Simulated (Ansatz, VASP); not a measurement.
**One calculation of Tc, two programs**

```
CELL_PARAMETERS angstrom
2.74000 0.00000 0.00000
-1.37000 2.37291 0.00000
0.00000 0.00000 4.39800
ATOMIC_POSITIONS crystal
Tc 0.66667 0.33333 0.75000
Tc 0.33333 0.66667 0.25000
```

Alike in both runs: functional PBEsol; k mesh 11 × 11 × 6; occupations fermi-dirac, width 0.05 eV; no spin polarisation.

|  | VASP | Ansatz |
| --- | --- | --- |
| version | VASP 6.6.1 | Ansatz 0.2.0 |
| potentials or method | VASP PAW PBE potentials, release 64 (Tc_pv), cutoff 520 eV | all-electron LAPW, non-relativistic |
| task | single point | band structure |

```csv
,VASP,Ansatz,Ansatz less VASP
gap on the k mesh at the Fermi level (eV),none,none,-
pressure (GPa),-7.2,-1.3,+5.91
largest component of the traceless stress (GPa),0.07,1.62,+1.547
```

A gap of «none» marks a metal or a gap that the smearing closes. Ansatz ran all-electron here, so the differences hold the error of VASP's frozen core and of both bases.

Caveats: the PAW data sets were made with another functional, which shifts forces and pressure a little (VASP); relativity is left out, which matters for the heavier elements (Ansatz).
